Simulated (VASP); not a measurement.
# Zn3O4: single point with PBE

Zn3O4:

```xyz
7
Lattice="5.4342 0.0000 0.0000 -2.7171 4.7062 0.0000 0.0000 0.0000 3.2228" Properties=species:S:1:pos:R:3 pbc="T T T"
Zn   -1.3585    2.3531    0.0000
Zn    2.7171    0.0000    0.0000
Zn    1.3585    2.3531    0.0000
O     0.0000    0.0000    0.6717
O     0.0000    0.0000    2.5511
O     0.0000    3.1374    1.6114
O     2.7171    1.5687    1.6114
```

The cell was built by a generator and needn't be a form met in nature.

The cell isn't the ideal one: species swapped into the Zr4Al3 type (P6/mmm, No. 191).

```json
{
  "Program": "VASP 6.6.1",
  "Task": "single point",
  "Functional": "PBE",
  "Potentials or basis": "VASP PAW PBE potentials, release 64 (Zn, O)",
  "Cutoff": "520 eV",
  "k mesh": "12 × 12 × 12",
  "Occupations": "gaussian, width 0.1 eV",
  "Spin": "no spin polarisation"
}
```

| Item | Value |
| --- | --- |
| Pressure | 0.6 GPa |
| Largest force | 0.460 eV/Å |
| Band gap on the k mesh | none (metal or under the smearing width) |

Forces on the atoms (eV/Å):
```
Zn   0.000  0.000  0.000
Zn   0.000  0.000  0.000
Zn   0.000  0.000  0.000
O    0.000  0.000  0.460
O    0.000  0.000 -0.460
O    0.000  0.000  0.000
O    0.000  0.000  0.000
```

Stress tensor (GPa, compression positive):
```
0.22 0.00 0.00
0.00 0.22 0.00
0.00 0.00 1.23
```

Levels at points of the mesh, in eV from the Fermi level:
```
           k point  band 28  band 29  band 30  band 31  band 32  band 33
(0.00, 0.00, 0.00)    -3.37    -2.65     0.24     0.24     2.09     3.63
(0.50, 0.00, 0.00)    -3.25    -0.91    -0.37     0.20     0.21     2.58
(0.00, 0.00, 0.50)    -2.92    -1.49    -1.49     1.41     1.41     1.97
(0.50, 0.00, 0.50)    -2.71    -1.73    -1.55     0.36     1.24     2.47
```

Wall time 2.5 min on 1 thread of Intel(R) Xeon(R) 6975P-C (Granite Rapids), with other jobs on the host, peak memory 0.42 GiB.
